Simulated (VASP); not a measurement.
A run of VASP 6.6.1 is set up as follows.

The input INCAR:

```
SYSTEM = Mg
  AGGAC = 0.0
  ALGO = Normal
  EDIFF = 1E-6
  EDIFFG = -0.01
  ENCUT = 600
  GGA = RE
  IBRION = 2
  ISIF = 3
  ISMEAR = -1
  LASPH = .True.
  LCHARG = .False.
  LREAL = .False.
  LUSE_VDW = .True.
  LWAVE = .False.
  NELM = 100
  NSW = 60
  PREC = Accurate
  SIGMA = 0.05
```

The input KPOINTS:

```
k-points
0
Gamma
  10 10 5
  0 0 0
```

POSCAR

```
Mg
1.0
    3.2093000000      0.0000000000      0.0000000000
   -1.6046500000      2.7793353284      0.0000000000
    0.0000000000      0.0000000000      5.2103000000
Mg
2
Direct
    0.6666666667      0.3333333333      0.7500000000
    0.3333333333      0.6666666667      0.2500000000
```

Potentials or basis: VASP PAW PBE potentials, release 64 (Mg).

The run is started by

```console
$ cat potpaw_PBE.64/Mg/POTCAR > POTCAR
$ mpirun -np 1 vasp_std > vasp.out
```

Task: What does it give for the relaxed volume?

Result: 23.36 Å³/atom.

Task: Estimate the space group after relaxing (to 0.05 Å).

Result: P6_3/mmc (No. 194).

Task: Predict the band gap on the k mesh.

Result: None (metal or under the smearing width).

Task: Estimate the relaxed cell.

Result: a = 3.178 Å, b = 3.178 Å, c = 5.341 Å, α = 90.00°, β = 90.00°, γ = 120.00°.

Step by step:
| step | energy change (eV) | largest force (eV/Å) | pressure (GPa) | volume (Å³) |
| --- | --- | --- | --- | --- |
| 1 | 0.0000 | 0.0000 | 0.15 | 46.47 |
| 2 | -0.0024 | 0.0000 | 0.06 | 46.62 |
| 3 | -0.0057 | 0.0000 | -0.17 | 46.95 |
| 4 | -0.0057 | 0.0000 | -0.19 | 46.99 |
| 5 | -0.0059 | 0.0000 | 0.01 | 46.72 |

Caveat: the PAW data sets were made with another functional, which shifts forces and pressure a little. Zero-point motion and thermal expansion aren't in these numbers.
